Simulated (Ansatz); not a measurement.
# TiO2: stress in a strained cell

TiO2 is deformed so: equal xy, yz and zx engineering shear strains of +2 %. What stress and forces result, by LAPW, PAW and all-electron datasets made for the crystal?

Program: Ansatz 0.2.0. Level of theory: DFT PBE, scalar-relativistic. These are calculated values, not measurements.

### 1 The starting structure

It takes space group P4_2/mnm (No. 136, tetragonal). The conventional cell has a = 4.594 Å, b = 4.594 Å, c = 2.959 Å, α = 90.00°, β = 90.00°, γ = 90.00°. Around Ti (site symmetry mmm) lie 6 O at 1.94 to 1.99 Å. O (site symmetry m2m) is surrounded by 3 Ti at 1.94 to 1.99 Å.

As a file:

```
CELL_PARAMETERS angstrom
4.59400 0.00000 0.00000
0.00000 4.59400 0.00000
0.00000 0.00000 2.95900
ATOMIC_POSITIONS crystal
Ti 0.00000 0.00000 0.00000
Ti 0.50000 0.50000 0.50000
O 0.30600 0.30600 0.00000
O 0.19400 0.80600 0.50000
O 0.69400 0.69400 0.00000
O 0.80600 0.19400 0.50000
```

Atoms are numbered in the order of the input: Ti1, Ti2, O3, O4, O5, O6.

### 2 After the deformation

Space group P4_2/mnm before, C2/m after.

### 3 Full-potential LAPW

File input.yaml:

```yaml
crystal:
  lattice:
    - [4.594, 0.04594, 0.04594]
    - [0.04594, 4.594, 0.04594]
    - [0.02959, 0.02959, 2.959]
  atoms:
    - { symbol: Ti, position: [0.0, 0.0, 0.0] }
    - { symbol: Ti, position: [0.5, 0.5, 0.5] }
    - { symbol: O, position: [0.306, 0.306, 0.0] }
    - { symbol: O, position: [0.194, 0.806, 0.5] }
    - { symbol: O, position: [0.694, 0.694, 0.0] }
    - { symbol: O, position: [0.806, 0.194, 0.5] }
kpoints:
  mp_grid: { grid: [7, 7, 10] }
  band_path:
    path:
      - [0.0, 0.0, 0.0]
      - [0.4903402537, -0.4903402537, 0.0]
      - [-0.4903402537, -0.5096597463, 0.0]
      - [-0.5, -0.5, 0.0]
      - [0.0, 0.0, 0.0]
      - [-0.5, -0.5, -0.5]
      - [-0.4753429999, -0.5246570001, -0.5]
      - [0.4753429999, -0.4753429999, -0.5]
      - [0.0, 0.0, -0.5]
    npoints: 5
scf:
  occupations: { method: fermi_dirac, width: 0.05 }
hamiltonian:
  xc: pbe
  pseudopotentials: { kind: all_electron, lapw: { basis_error: 0.0005 } }
output:
  forces: true
  stress: true
  eigenvalues: true
```

Launch:

```console
$ ansatz run input.yaml --threads 2 --pin off --max-ram 6144MiB --backend cpu --events-out ev --progress --plain --runs-dir out
```

### 4 PAW on the default files

File input.yaml:

```yaml
crystal:
  lattice:
    - [4.594, 0.04594, 0.04594]
    - [0.04594, 4.594, 0.04594]
    - [0.02959, 0.02959, 2.959]
  atoms:
    - { symbol: Ti, position: [0.0, 0.0, 0.0] }
    - { symbol: Ti, position: [0.5, 0.5, 0.5] }
    - { symbol: O, position: [0.306, 0.306, 0.0] }
    - { symbol: O, position: [0.194, 0.806, 0.5] }
    - { symbol: O, position: [0.694, 0.694, 0.0] }
    - { symbol: O, position: [0.806, 0.194, 0.5] }
kpoints:
  mp_grid: { grid: [7, 7, 10] }
scf:
  occupations: { method: fermi_dirac, width: 0.05 }
hamiltonian:
  xc: pbe
  pseudopotentials: { kind: paw }
output:
  forces: true
  stress: true
  eigenvalues: true
  efg: { contact_densities: true }
```

### 5 All-electron PAW on datasets made for the crystal

input.yaml, as its differences from that of step 4:

```diff
@@ -18,3 +18,3 @@
   xc: pbe
-  pseudopotentials: { kind: paw }
+  pseudopotentials: { kind: all_electron, datasets: crystal }
 output:
```

(Steps that only read results are left out.)

What does the calculation give? Wanted: pressure; largest shear or deviatoric stress.

The runs gave:

| quantity | value |
| --- | --- |
| pressure | LAPW 5.70, PAW 5.70, crystal datasets 5.70 GPa |
| largest shear or deviatoric stress (LAPW) | 4.42 GPa |

What this shows: The largest part of the stress beyond the pressure is 4.42 GPa in size, in the xy component; the atoms are carried along and not relaxed. No run of the undeformed cell stands beside it, so the pressure holds what the given cell had before the change. PAW: stress within 0.02 GPa of LAPW, forces within 1 meV/Å. Crystal datasets: stress within 0.01 GPa of LAPW, forces within 1 meV/Å.
